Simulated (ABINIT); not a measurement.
Runs of ABINIT 10.8.3 (patched build) on Cu. The structure is cubic, space group Fm-3m (No. 225). The conventional cell has a = 3.615 Å, b = 3.615 Å, c = 3.615 Å, α = 90.00°, β = 90.00°, γ = 90.00°. Around Cu (site symmetry m-3m) lie 12 Cu at 2.56 Å. 

```csv
task,level,potentials or basis,cell,cutoff (eV),fine-grid cutoff,gap on the mesh (eV),pressure (GPa),V0 of scaled cells (Å³/atom),B0 (GPa)
equation of state,PBEsol,PseudoDojo NC SR PBEsol v0.4.1 standard,as given,1252,-,-,-,(b),172
equation of state,r2SCAN,JTH PAW PBE v2.0,as given,844,1442.2 eV,-,-,11.47,162
single point,PBEsol,PseudoDojo NC SR PBEsol v0.4.1 standard,as given,1252,-,none,(a),-,-
single point,PBEsol,PseudoDojo NC SR PBEsol v0.4.1 standard,cell strained at random at fixed volume,1252,-,none,-6.9,-,-
```

Alike in all rows: no spin polarisation; k mesh 13 × 13 × 13; smearing fermi-dirac 0.05 eV.

Problem. Estimate the missing entries.

Solution. (a) -7.0; (b) 11.29.

Caveats: pressures at fixed basis lie under the slope of the energies (some runs); the PAW data sets were made with another functional, which shifts forces and pressure a little (some runs).

A gap of «none» marks a metal or a gap under the smearing width.
